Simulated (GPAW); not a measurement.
# Ge (P6_3/mmc) in GPAW: further runs

Runs on Ge. Level: PBEsol. Tasks: relaxation of cell and atoms.

Everything below comes from runs of GPAW 26.7.0. Logs are shortened: lines on timing, memory, paths and dates and some standing lists are left out, and cuts for length are marked. The log counts tension as positive stress, the text compression.

## (1) Starting point

Symmetry: P6_3/mmc, No. 194, hexagonal system. Conventional cell: a = 3.998 Å, b = 3.998 Å, c = 6.599 Å, α = 90.00°, β = 90.00°, γ = 120.00°. Around Ge (site symmetry 3m) lie 4 Ge at 2.45 to 2.47 Å.

This isn't the form of Ge at room conditions, which is diamond.

## (2) Relaxation of cell and atoms, PBEsol

File run.py:

```python
from ase import Atoms
from ase.filters import FrechetCellFilter
from ase.io import write
from ase.optimize import BFGS
from gpaw import GPAW, PW, setup_paths

setup_paths.insert(0, '.')

atoms = Atoms(['Ge', 'Ge', 'Ge', 'Ge'],
              cell=[[3.9975858431, 0.0, 0.0],
                    [-1.9987929216, 3.462010894, 0.0],
                    [0.0, 0.0, 6.59937795]],
              scaled_positions=[[0.3333333333, 0.6666666667, 0.93709875],
                                [0.6666666667, 0.3333333333, 0.43709875],
                                [0.3333333333, 0.6666666667, 0.56290125],
                                [0.6666666667, 0.3333333333, 0.06290125]],
              pbc=True)

calc = GPAW(mode=PW(600),
            xc='PBEsol',
            kpts={'size': (7, 7, 4), 'gamma': True},
            occupations={'name': 'fermi-dirac', 'width': 0.05},
            nbands=18,
            convergence={'density': 1e-05, 'forces': 0.0001},
            maxiter=150,
            txt='gpaw.txt')
atoms.calc = calc
opt = BFGS(FrechetCellFilter(atoms), trajectory='relax.traj', logfile='-')
done = opt.run(fmax=0.02, steps=60)
calc.write('gs.gpw')
write('result.traj', atoms)
print('Converged:', done)
print('Cell:', atoms.cell.cellpar().round(4))
print('Volume:', round(atoms.get_volume(), 4))
print(atoms.get_scaled_positions().round(5))
```

Potentials or basis: PAW data sets generated in the run's folder for this functional, pw.

The run is started by

```bash
$ gpaw-setup -f PBEsol Ge
$ OMP_NUM_THREADS=1 python run.py
```

gpaw.txt:

```text
__  _  _
 | _ |_)|_||  |
 |__||  | ||/\| - 26.7.0

Input parameters:
  mode=PW(ecut=600.0),
  convergence={'density': 1e-05, 'forces': 0.0001},
  kpts=MonkhorstPack(size=(7, 7, 4), gamma=True),
  maxiter=150,
  nbands=18,
  occupations=Occupations(name='fermi-dirac', width=0.05),
  xc=XC(name='PBEsol')

Diagonalizing LCAO Hamiltonian
Converting LCAO to pw mode

        Ge

        Ge
            Ge

            Ge

Atoms  # Å, Bohr magnetons
|   | symbol |         x |        y |        z |    initial magnetic moments |
|---|--------|-----------|----------|----------|-----------------------------|
| 0 |     Ge | -0.000000 | 2.308007 | 6.184269 | ( 0.0000,  0.0000,  0.0000) |
| 1 |     Ge |  1.998793 | 1.154004 | 2.884580 | ( 0.0000,  0.0000,  0.0000) |
| 2 |     Ge | -0.000000 | 2.308007 | 3.714798 | ( 0.0000,  0.0000,  0.0000) |
| 3 |     Ge |  1.998793 | 1.154004 | 0.415109 | ( 0.0000,  0.0000,  0.0000) |

Unit cell  # Å
| periodic |         x |        y |        z |  lengths |     angles |
|----------|-----------|----------|----------|----------|------------|
|      yes |  3.997586 | 0.000000 | 0.000000 | 3.997586 |  90.000000 |
|      yes | -1.998793 | 3.462011 | 0.000000 | 3.997586 |  90.000000 |
|      yes |  0.000000 | 0.000000 | 6.599378 | 6.599378 | 120.000000 |

Number of symmetries: 12
Symmetry operations  # r_c * U_cc + t_c -> r_c
|    | kind |            matrix            |
|----|------|------------------------------|
|  0 |  σ   |  1, 1, 0,  0,-1, 0,  0, 0, 1 |
|  1 |  S6  |  1, 1, 0, -1, 0, 0,  0, 0,-1 |
|  2 |  E   |  1, 0, 0,  0, 1, 0,  0, 0, 1 |
|  3 |  C2  |  1, 0, 0, -1,-1, 0,  0, 0,-1 |
|  4 |  C2  |  0, 1, 0,  1, 0, 0,  0, 0,-1 |
|  5 |  C3  |  0, 1, 0, -1,-1, 0,  0, 0, 1 |
|  6 |  S6  |  0,-1, 0,  1, 1, 0,  0, 0,-1 |
|  7 |  σ   |  0,-1, 0, -1, 0, 0,  0, 0, 1 |
|  8 |  σ   | -1, 0, 0,  1, 1, 0,  0, 0, 1 |
|  9 |  i   | -1, 0, 0,  0,-1, 0,  0, 0,-1 |
| 10 |  C3  | -1,-1, 0,  1, 0, 0,  0, 0, 1 |
| 11 |  C2  | -1,-1, 0,  0, 1, 0,  0, 0,-1 |
[... 192 lines left out ...]
            Ge

Atoms  # Å, Bohr magnetons
|   | symbol |         x |        y |        z |    initial magnetic moments |
|---|--------|-----------|----------|----------|-----------------------------|
| 0 |     Ge | -0.000000 | 2.308514 | 6.184035 | ( 0.0000,  0.0000,  0.0000) |
| 1 |     Ge |  1.999232 | 1.154257 | 2.884427 | ( 0.0000,  0.0000,  0.0000) |
| 2 |     Ge | -0.000000 | 2.308514 | 3.714788 | ( 0.0000,  0.0000,  0.0000) |
| 3 |     Ge |  1.999232 | 1.154257 | 0.415181 | ( 0.0000,  0.0000,  0.0000) |

Unit cell  # Å
| periodic |         x |        y |        z |  lengths |     angles |
|----------|-----------|----------|----------|----------|------------|
|      yes |  3.998464 | 0.000000 | 0.000000 | 3.998464 |  90.000000 |
|      yes | -1.999232 | 3.462771 | 0.000000 | 3.998464 |  90.000000 |
|      yes |  0.000000 | 0.000000 | 6.599215 | 6.599215 | 120.000000 |

Number of symmetries: 12
Symmetry operations  # r_c * U_cc + t_c -> r_c
|    | kind |            matrix            |
|----|------|------------------------------|
|  0 |  σ   |  1, 1, 0,  0,-1, 0,  0, 0, 1 |
|  1 |  S6  |  1, 1, 0, -1, 0, 0,  0, 0,-1 |
|  2 |  E   |  1, 0, 0,  0, 1, 0,  0, 0, 1 |
|  3 |  C2  |  1, 0, 0, -1,-1, 0,  0, 0,-1 |
|  4 |  C2  |  0, 1, 0,  1, 0, 0,  0, 0,-1 |
|  5 |  C3  |  0, 1, 0, -1,-1, 0,  0, 0, 1 |
|  6 |  S6  |  0,-1, 0,  1, 1, 0,  0, 0,-1 |
|  7 |  σ   |  0,-1, 0, -1, 0, 0,  0, 0, 1 |
|  8 |  σ   | -1, 0, 0,  1, 1, 0,  0, 0, 1 |
|  9 |  i   | -1, 0, 0,  0,-1, 0,  0, 0,-1 |
| 10 |  C3  | -1,-1, 0,  1, 0, 0,  0, 0, 1 |
| 11 |  C2  | -1,-1, 0,  0, 1, 0,  0, 0,-1 |
[... 101 lines left out ...]
convergence criteria:
- Maximum integral of absolute [dens]ity change: 1e-05 electrons / valence electron
- Maximum change in the atomic [forces] across last 2 cycles: 0.0001 eV/Ang OR
Maximum error relative to the maximum force is below inf
- Maximum [total energy] change in last 3 cyles: 0.0005 eV / valence electron
- Maximum integral of absolute [eigenst]ate change: 4e-08 eV^2 / valence electron
maximum number of iterations: 150

SCF iterations
|iter     | |      energy | eigst |  dens |force |
|---------|-|-------------|-------|-------|------|
|iter:   1| |  -19.625012 | -5.14 |       |      |
|iter:   2| |  -19.625010 | -7.73c| -3.26 |      |
|iter:   3| |  -19.624994c| -6.56 | -3.29 |      |
|iter:   4| |  -19.624994c| -7.72c| -4.05 |      |
|iter:   5| |  -19.624994c| -8.21c| -4.62 |      |
|iter:   6| |  -19.624994c| -8.70c| -5.55c|      |
|iter:   7| |  -19.624994c| -9.31c| -6.21c|-4.49c|

Converged in 7 steps
Energy contributions relative to reference atoms: (reference = -228223.039753)

Energy contributions:
  Kinetic:          47.156864
  Coulomb:         -42.391406
  Zero:             -0.004686
  External:          0.000000
  Xc:              -24.384994
  Entropy:          -0.001543
  Spinorbit:         0.000000
  ----------------------------
  Free energy:     -19.625765
  Extrapolated:    -19.624994
[... 55 lines left out ...]
            Ge

Atoms  # Å, Bohr magnetons
|   | symbol |         x |        y |        z |    initial magnetic moments |
|---|--------|-----------|----------|----------|-----------------------------|
| 0 |     Ge | -0.000000 | 2.312660 | 6.182613 | ( 0.0000,  0.0000,  0.0000) |
| 1 |     Ge |  2.002822 | 1.156330 | 2.883656 | ( 0.0000,  0.0000,  0.0000) |
| 2 |     Ge | -0.000000 | 2.312660 | 3.714258 | ( 0.0000,  0.0000,  0.0000) |
| 3 |     Ge |  2.002822 | 1.156330 | 0.415301 | ( 0.0000,  0.0000,  0.0000) |

Unit cell  # Å
| periodic |         x |        y |         z |  lengths |     angles |
|----------|-----------|----------|-----------|----------|------------|
|      yes |  4.005645 | 0.000000 | -0.000000 | 4.005645 |  90.000000 |
|      yes | -2.002822 | 3.468990 | -0.000000 | 4.005645 |  90.000000 |
|      yes |  0.000000 | 0.000000 |  6.597914 | 6.597914 | 120.000000 |

Number of symmetries: 12
Symmetry operations  # r_c * U_cc + t_c -> r_c
|    | kind |            matrix            |
|----|------|------------------------------|
|  0 |  σ   |  1, 1, 0,  0,-1, 0,  0, 0, 1 |
|  1 |  S6  |  1, 1, 0, -1, 0, 0,  0, 0,-1 |
|  2 |  E   |  1, 0, 0,  0, 1, 0,  0, 0, 1 |
|  3 |  C2  |  1, 0, 0, -1,-1, 0,  0, 0,-1 |
|  4 |  C2  |  0, 1, 0,  1, 0, 0,  0, 0,-1 |
|  5 |  C3  |  0, 1, 0, -1,-1, 0,  0, 0, 1 |
|  6 |  S6  |  0,-1, 0,  1, 1, 0,  0, 0,-1 |
|  7 |  σ   |  0,-1, 0, -1, 0, 0,  0, 0, 1 |
|  8 |  σ   | -1, 0, 0,  1, 1, 0,  0, 0, 1 |
|  9 |  i   | -1, 0, 0,  0,-1, 0,  0, 0,-1 |
| 10 |  C3  | -1,-1, 0,  1, 0, 0,  0, 0, 1 |
| 11 |  C2  | -1,-1, 0,  0, 1, 0,  0, 0,-1 |
[... 146 lines left out ...]
|          4 |         4.278 |     2.000 |
|          5 |         5.606 |     1.907 |
[... 8 lines left out ...]
|         14 |        10.301 |     0.000 |
|         15 |        11.723 |     0.000 |
|        ... |               |           |
|         17 |        13.033 |     0.000 |

Gap: 0.071 eV
Transition (v -> c):
  (s=0, k=0, n=7, [0.00, 0.00, 0.00]) -> (s=0, k=1, n=8, [0.00, 0.00, 0.25])
Direct/indirect transitions are different
Direct gap: 0.146 eV
Transition at: (s=0, k=0, n=7, [0.00, 0.00, 0.00])

Stress tensor  # eV/Ang^3
|         x |         y |        z |
|-----------|-----------|----------|
| -0.000201 | -0.000000 | 0.000000 |
| -0.000000 | -0.000201 | 0.000000 |
|  0.000000 |  0.000000 | 0.000159 |

Forces  # eV/Ang
|        x |        y |        z |
|----------|----------|----------|
| -0.00000 |  0.00000 |  0.02408 |  # Ge   0
|  0.00000 | -0.00000 |  0.02408 |  # Ge   1
| -0.00000 |  0.00000 | -0.02408 |  # Ge   2
|  0.00000 | -0.00000 | -0.02408 |  # Ge   3

Interpolating wave functions to new cell

        Ge

        Ge
            Ge

            Ge

Atoms  # Å, Bohr magnetons
|   | symbol |         x |        y |        z |    initial magnetic moments |
|---|--------|-----------|----------|----------|-----------------------------|
| 0 |     Ge | -0.000000 | 2.313130 | 6.182720 | ( 0.0000,  0.0000,  0.0000) |
| 1 |     Ge |  2.003230 | 1.156565 | 2.883877 | ( 0.0000,  0.0000,  0.0000) |
| 2 |     Ge | -0.000000 | 2.313130 | 3.713809 | ( 0.0000,  0.0000,  0.0000) |
| 3 |     Ge |  2.003230 | 1.156565 | 0.414966 | ( 0.0000,  0.0000,  0.0000) |

Unit cell  # Å
| periodic |         x |        y |         z |  lengths |     angles |
|----------|-----------|----------|-----------|----------|------------|
|      yes |  4.006460 | 0.000000 | -0.000000 | 4.006460 |  90.000000 |
|      yes | -2.003230 | 3.469696 | -0.000000 | 4.006460 |  90.000000 |
|      yes |  0.000000 | 0.000000 |  6.597686 | 6.597686 | 120.000000 |

Number of symmetries: 12
Symmetry operations  # r_c * U_cc + t_c -> r_c
|    | kind |            matrix            |
|----|------|------------------------------|
|  0 |  σ   |  1, 1, 0,  0,-1, 0,  0, 0, 1 |
|  1 |  S6  |  1, 1, 0, -1, 0, 0,  0, 0,-1 |
|  2 |  E   |  1, 0, 0,  0, 1, 0,  0, 0, 1 |
|  3 |  C2  |  1, 0, 0, -1,-1, 0,  0, 0,-1 |
|  4 |  C2  |  0, 1, 0,  1, 0, 0,  0, 0,-1 |
|  5 |  C3  |  0, 1, 0, -1,-1, 0,  0, 0, 1 |
|  6 |  S6  |  0,-1, 0,  1, 1, 0,  0, 0,-1 |
|  7 |  σ   |  0,-1, 0, -1, 0, 0,  0, 0, 1 |
|  8 |  σ   | -1, 0, 0,  1, 1, 0,  0, 0, 1 |
|  9 |  i   | -1, 0, 0,  0,-1, 0,  0, 0,-1 |
| 10 |  C3  | -1,-1, 0,  1, 0, 0,  0, 0, 1 |
| 11 |  C2  | -1,-1, 0,  0, 1, 0,  0, 0,-1 |
[... 167 lines left out ...]
Stress tensor  # eV/Ang^3
|         x |         y |         z |
|-----------|-----------|-----------|
| -0.000034 | -0.000000 | -0.000000 |
| -0.000000 | -0.000034 |  0.000000 |
| -0.000000 |  0.000000 |  0.000287 |

Forces  # eV/Ang
|        x |        y |        z |
|----------|----------|----------|
| -0.00000 |  0.00000 |  0.01941 |  # Ge   0
|  0.00000 | -0.00000 |  0.01941 |  # Ge   1
| -0.00000 |  0.00000 | -0.01941 |  # Ge   2
|  0.00000 | -0.00000 | -0.01941 |  # Ge   3

# Writing to gs.gpw (mode='')
```

It took 86 s on 1 thread of Arm Neoverse V1, shared host; peak memory 0.23 GiB.

Results:

| Quantity | Value |
| --- | --- |
| Free energy | -19.6263 eV |
| Relaxed volume | 22.93 Å³/atom |
| Relaxed cell | a = 4.006 Å, b = 4.006 Å, c = 6.598 Å, α = 90.00°, β = 90.00°, γ = 120.00° |
| Space group after relaxing (to 0.05 Å) | P6_3/mmc (No. 194) |
| Energy gained by relaxing | 0.2 meV/atom |
| Ionic steps | 4 |
| Pressure after relaxing | 0.0 GPa |
| Largest force after relaxing | 0.019 eV/Å |
| Band gap on the k mesh | 0.07 eV, indirect (least direct gap 0.15 eV) |

Forces on the atoms (eV/Å):
```
Ge   0.000  0.000  0.019
Ge   0.000  0.000  0.019
Ge   0.000  0.000 -0.019
Ge   0.000  0.000 -0.019
```

Step by step:
| step | energy change (eV) | largest force (eV/Å) | pressure (GPa) | volume (Å³) |
| --- | --- | --- | --- | --- |
| 1 | 0.0000 | 0.0057 | 0.27 | 91.33 |
| 2 | -0.0001 | 0.0013 | 0.24 | 91.37 |
| 3 | -0.0006 | 0.0241 | 0.01 | 91.68 |
| 4 | -0.0006 | 0.0194 | -0.01 | 91.72 |

Final structure:
```yaml
crystal:
  lattice:
    - [4.00646, 0.00000, 0.00000]
    - [-2.00323, 3.46970, 0.00000]
    - [0.00000, 0.00000, 6.59769]
  atoms:
    - { symbol: Ge, position: [0.33333, 0.66667, 0.93710] }
    - { symbol: Ge, position: [0.66667, 0.33333, 0.43710] }
    - { symbol: Ge, position: [0.33333, 0.66667, 0.56290] }
    - { symbol: Ge, position: [0.66667, 0.33333, 0.06290] }
```

Levels at points of the mesh, in eV from the valence-band top:
```csv
k point,band 6,band 7,band 8,band 9,band 10,band 11
"(0.00, 0.00, 0.00)",-0.13,-0.13,0.00,0.15,0.15,2.25
"(0.00, 0.00, 0.50)",-0.84,-0.84,-0.84,0.65,0.65,3.36
```

Caveat: later steps reuse the first step's grids; an odd mesh through Γ misses points on the zone boundary, where band edges often lie.

## (3) Relaxation of cell and atoms, PBEsol, target pressure 2 GPa, at which the enthalpy is minimised

run.py, as its differences from that of step 2:

```diff
@@ -4,2 +4,3 @@
 from ase.optimize import BFGS
+from ase.units import GPa
 from gpaw import GPAW, PW, setup_paths
@@ -27,3 +28,3 @@
 atoms.calc = calc
-opt = BFGS(FrechetCellFilter(atoms), trajectory='relax.traj', logfile='-')
+opt = BFGS(FrechetCellFilter(atoms, scalar_pressure=2 * GPa), trajectory='relax.traj', logfile='-')
 done = opt.run(fmax=0.02, steps=60)
```

Potentials or basis: PAW data sets generated in the run's folder for this functional, pw.

The run is started by

```bash
$ gpaw-setup -f PBEsol Ge
$ OMP_NUM_THREADS=1 python run.py
```

Run time: 97 s. Hardware: 1 thread of Arm Neoverse V1, shared host; peak memory 0.22 GiB.

It converged, with:

- Free energy: -19.6106 eV
- Relaxed volume: 22.29 Å³/atom
- Relaxed cell: a = 3.969 Å, b = 3.969 Å, c = 6.537 Å, α = 90.00°, β = 90.00°, γ = 120.00°
- Space group after relaxing (to 0.05 Å): P6_3/mmc (No. 194)
- Energy change on relaxing (the enthalpy is what falls): +3.8 meV/atom
- Ionic steps: 4
- Pressure after relaxing: 2.0 GPa
- Largest force after relaxing: 0.015 eV/Å
- Band gap on the k mesh: none (metal or under the smearing width)

Forces on the atoms (eV/Å):
```
Ge   0.000  0.000  0.015
Ge   0.000  0.000  0.015
Ge   0.000  0.000 -0.015
Ge   0.000  0.000 -0.015
```

Stress tensor (GPa, compression positive):
```
2.04 0.00 0.00
0.00 2.04 0.00
0.00 0.00 1.92
```

Step by step:
| step | energy change (eV) | largest force (eV/Å) | pressure (GPa) | volume (Å³) |
| --- | --- | --- | --- | --- |
| 1 | 0.0000 | 0.0057 | 0.27 | 91.33 |
| 2 | 0.0005 | 0.0016 | 0.45 | 91.09 |
| 3 | 0.0165 | 0.0235 | 2.10 | 89.06 |
| 4 | 0.0150 | 0.0152 | 2.00 | 89.17 |

Final structure:
```
CELL_PARAMETERS angstrom
3.96877 0.00000 0.00000
-1.98439 3.43706 0.00000
0.00000 0.00000 6.53667
ATOMIC_POSITIONS crystal
Ge 0.33333 0.66667 0.93710
Ge 0.66667 0.33333 0.43710
Ge 0.33333 0.66667 0.56290
Ge 0.66667 0.33333 0.06290
```

Levels at points of the mesh, in eV from the Fermi level:
```csv
k point,band 5,band 6,band 7,band 8,band 9,band 10,band 11,band 12
"(0.00, 0.00, 0.00)",-1.61,-0.24,-0.16,0.06,0.06,0.17,2.15,2.15
"(0.00, 0.00, 0.50)",-0.96,-0.96,-0.96,-0.96,0.65,0.65,3.29,3.29
```

Caveat: later steps reuse the first step's grids.

## (4) Relaxation of cell and atoms, PBEsol, target pressure 5 GPa, at which the enthalpy is minimised

run.py, as its differences from that of step 3:

```diff
@@ -28,3 +28,3 @@
 atoms.calc = calc
-opt = BFGS(FrechetCellFilter(atoms, scalar_pressure=2 * GPa), trajectory='relax.traj', logfile='-')
+opt = BFGS(FrechetCellFilter(atoms, scalar_pressure=5 * GPa), trajectory='relax.traj', logfile='-')
 done = opt.run(fmax=0.02, steps=60)
```

The run is started by

```bash
$ gpaw-setup -f PBEsol Ge
$ OMP_NUM_THREADS=1 python run.py
```

Wall time 1.7 min (1 thread of Arm Neoverse V1, shared host); peak memory 0.22 GiB.

Results (log left out):

```
Free energy                                            : -19.5449 eV
Relaxed volume                                         : 21.53 Å³/atom
Relaxed cell                                           : a = 3.923 Å, b = 3.923 Å, c = 6.462 Å, α = 90.00°, β = 90.00°, γ = 120.00°
Space group after relaxing (to 0.05 Å)                 : P6_3/mmc (No. 194)
Energy change on relaxing (the enthalpy is what falls) : +20.2 meV/atom
Ionic steps                                            : 4
Pressure after relaxing                                : 5.0 GPa
Largest force after relaxing                           : 0.006 eV/Å
Band gap on the k mesh                                 : none (metal or under the smearing width)
```

Forces on the atoms (eV/Å):
```
Ge   0.000  0.000  0.006
Ge   0.000  0.000  0.006
Ge   0.000  0.000 -0.006
Ge   0.000  0.000 -0.006
```

The path:
```tsv
step	energy change (eV)	largest force (eV/Å)	pressure (GPa)	volume (Å³)
1	0.0000	0.0057	0.27	91.33
2	0.0022	0.0019	0.76	90.68
3	0.1000	0.0106	5.59	85.54
4	0.0807	0.0058	4.96	86.13
```

Final structure:
```yaml
crystal:
  lattice:
    - [3.92290, 0.00000, 0.00000]
    - [-1.96145, 3.39733, 0.00000]
    - [0.00000, 0.00000, 6.46245]
  atoms:
    - { symbol: Ge, position: [0.33333, 0.66667, 0.93707] }
    - { symbol: Ge, position: [0.66667, 0.33333, 0.43707] }
    - { symbol: Ge, position: [0.33333, 0.66667, 0.56293] }
    - { symbol: Ge, position: [0.66667, 0.33333, 0.06293] }
```

Levels at points of the mesh, in eV from the Fermi level:
```csv
k point,band 5,band 6,band 7,band 8,band 9,band 10,band 11,band 12
"(0.00, 0.00, 0.00)",-1.72,-0.30,-0.11,0.02,0.02,0.45,2.10,2.10
"(0.00, 0.00, 0.50)",-1.05,-1.05,-1.05,-1.05,0.72,0.72,3.26,3.26
```

Caveat: later steps reuse the first step's grids.

## (5) Relaxation of cell and atoms, PBEsol, target pressure 10 GPa, at which the enthalpy is minimised

run.py, as its differences from that of step 4:

```diff
@@ -28,3 +28,3 @@
 atoms.calc = calc
-opt = BFGS(FrechetCellFilter(atoms, scalar_pressure=5 * GPa), trajectory='relax.traj', logfile='-')
+opt = BFGS(FrechetCellFilter(atoms, scalar_pressure=10 * GPa), trajectory='relax.traj', logfile='-')
 done = opt.run(fmax=0.02, steps=60)
```

The run is started by

```bash
$ gpaw-setup -f PBEsol Ge
$ OMP_NUM_THREADS=1 python run.py
```

It took 2 min on 1 thread of Arm Neoverse V1, shared host; peak memory 0.22 GiB.

It converged, with:

* Free energy: -19.3543 eV
* Relaxed volume: 20.50 Å³/atom
* Relaxed cell: a = 3.859 Å, b = 3.859 Å, c = 6.359 Å, α = 90.00°, β = 90.00°, γ = 120.00°
* Space group after relaxing (to 0.05 Å): P6_3/mmc (No. 194)
* Energy change on relaxing (the enthalpy is what falls): +67.9 meV/atom
* Ionic steps: 5
* Pressure after relaxing: 10.0 GPa
* Largest force after relaxing: 0.006 eV/Å
* Band gap on the k mesh: none (metal or under the smearing width)

Forces in eV/Å, atoms in the order of the input:
```
Ge   0.000  0.000 -0.006
Ge   0.000  0.000 -0.006
Ge   0.000  0.000  0.006
Ge   0.000  0.000  0.006
```

Stress tensor (GPa, compression positive):
```
 9.94  0.00  0.00
 0.00  9.94  0.00
 0.00  0.00 10.11
```

The path:
```csv
step,energy change (eV),largest force (eV/Å),pressure (GPa),volume (Å³)
1,0.0000,0.0057,0.27,91.33
2,0.0067,0.0027,1.31,89.99
3,0.3634,0.0121,11.93,80.66
4,0.2629,0.0078,9.80,82.14
5,0.2715,0.0063,9.99,82.00
```

Final structure:
```
Ge
1.0
     3.85882    0.00000    0.00000
    -1.92941    3.34184    0.00000
     0.00000    0.00000    6.35875
Ge
4
Direct
  0.33333 0.66667 0.93701
  0.66667 0.33333 0.43701
  0.33333 0.66667 0.56299
  0.66667 0.33333 0.06299
```

Levels at points of the mesh, in eV from the Fermi level:
```tsv
k point	band 6	band 7	band 8	band 9	band 10	band 11
(0.00, 0.00, 0.00)	-0.36	-0.01	-0.01	-0.01	0.88	2.04
(0.00, 0.00, 0.50)	-1.15	-1.15	-1.15	0.84	0.84	3.25
```

Caveat: later steps reuse the first step's grids.

(Continued in part 2 of 2.)
